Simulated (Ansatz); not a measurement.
CsBr:
```yaml
crystal:
  lattice:
    - [4.24215, 0.00000, 0.00000]
    - [0.00000, 4.24215, 0.00000]
    - [0.00000, 0.00000, 4.24215]
  atoms:
    - { symbol: Cs, position: [0.00000, 0.00000, 0.00000] }
    - { symbol: Br, position: [0.50000, 0.50000, 0.50000] }
```

Relaxed with PBEsol. Special points in fractions of this cell's reciprocal vectors: Γ (0.000, 0.000, 0.000); X (0.000, 0.500, 0.000); M (0.500, 0.500, 0.000); R (0.500, 0.500, 0.500).

**Question.** List the band energies nearest the valence-band maximum at these points for PBEsol with spin–orbit coupling in the plane-wave PAW code Ansatz.

**Answer.** In eV from the valence-band maximum; about four levels below and three above (degenerate sets whole), none deeper than 8.9 eV; points with the same levels are listed once.

```json
[
 {"k": "Γ", "below": "0.00 0.00 0.00 0.00", "above": "4.26 4.26 4.58 4.58 4.58 4.58"},
 {"k": "X", "below": "-0.56 -0.56 -0.28 -0.28", "above": "5.66 5.66 7.17 7.17"},
 {"k": "M", "below": "-0.71 -0.71 -0.15 -0.15", "above": "4.97 4.97 5.21 5.21"},
 {"k": "R", "below": "-1.36 -1.36 -1.36 -1.36", "above": "8.11 8.11 8.29 8.29 8.29 8.29"}
]
```

Space group Pm-3m (CsCl type). The PBEsol relaxation kept the symmetry of its start.

Potentials: the later of the program's two PAW sets.
